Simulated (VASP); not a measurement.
## InSe under changes of volume

One of the cells (29.822 Å³/atom); the others are scaled copies at fixed shape and fractional positions:

```
In Se
1.0
     2.01325    1.16235    8.49590
    -2.01325    1.16235    8.49590
     0.00000   -2.32470    8.49590
In Se
2 2
Direct
  0.88860 0.88860 0.88860
  0.00000 0.00000 0.00000
  0.17190 0.17190 0.17190
  0.38350 0.38350 0.38350
```

| Quantity | Value |
| --- | --- |
| Program | VASP 6.6.1 |
| Functional | PBE |
| Potentials or basis | VASP PAW PBE potentials, release 64 (In_d, Se) |
| Cutoff | 520 eV |
| k mesh | 8 × 8 × 8 |
| Occupations | fermi-dirac, width 0.05 eV |
| Spin | no spin polarisation |

```csv
volume (Å³/atom),energy over the lowest point (meV/atom),pressure (GPa),gap on the mesh (eV),largest force (eV/Å)
27.483,65.91,6.8,0.60,0.801
28.068,43.72,5.3,0.54,0.611
28.652,?,?,?,?
29.822,5.91,1.7,0.38,0.299
30.406,1.30,0.8,0.33,0.222
30.991,0.00,-0.1,0.29,0.162
```

Question: What does the run at 28.652 Å³/atom give?

Answer: Energy over the lowest point 26.67 meV/atom; pressure 4.0 GPa; gap on the mesh 0.48 eV; largest force 0.467 eV/Å.

Worked out: A Birch-Murnaghan fit of order 3 (a polynomial in V^(-2/3)) to the other rows has its minimum at 30.94 Å³/atom with B0 = V·E''(V) = 44 GPa and B' = 4.7 at fixed shape and positions, which overstates the stiffness. It gives 26.69 meV/atom at 28.652 Å³/atom, against the run's 26.67, and -dE/dV = 4.0 GPa, against 4.0. A straight line through the other rows of the gap, of slope -2.6 eV per unit of ln V (its deformation potential), gives 0.49 eV, against the run's 0.48.

Energies are extrapolated to zero smearing.

Caveats: spin-orbit coupling is left out, which moves the levels of the heavy elements.

A mesh can miss the band edges.
